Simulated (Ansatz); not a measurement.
System: zinc-blende AlSb. Method: r²SCAN+rVV10 (Ansatz, a quantum-chemistry and plane-wave program, PAW).

Settings: plane-wave cutoff 600 eV, 10×10×10 k mesh, scalar-relativistic PAW data made under PBE.

Cell (relaxed at this level):

```
CELL_PARAMETERS angstrom
      0.00000     3.07893     3.07893
      3.07893     0.00000     3.07893
      3.07893     3.07893     0.00000
ATOMIC_POSITIONS crystal
  Al 0.00000 0.00000 0.00000
  Sb 0.75000 0.75000 0.75000
```

Q: Give the computed Voigt–Reuss–Hill bulk modulus, elastic constant C44, elastic constant C11, Poisson ratio and elastic constant C12.

A: 
Voigt–Reuss–Hill bulk modulus: 57.3 GPa
elastic constant C44: 41.1 GPa
elastic constant C11: 87.1 GPa
Poisson ratio: 0.263
elastic constant C12: 42.5 GPa

Measured, for comparison: elastic constant C44 40.8 GPa, elastic constant C11 87.7 GPa, elastic constant C12 43.4 GPa (temperature not stated, not corrected to a static lattice; as tabulated in Oses et al. (2018), arXiv:1811.08464). Computed (rounded) less measured: elastic constant C44 +0.7 %, elastic constant C11 -0.7 %, elastic constant C12 -2 %.

Elastic constants are with the ions relaxed.

Spin–orbit coupling is not included.

The computed numbers hold no vibrational or temperature effects.
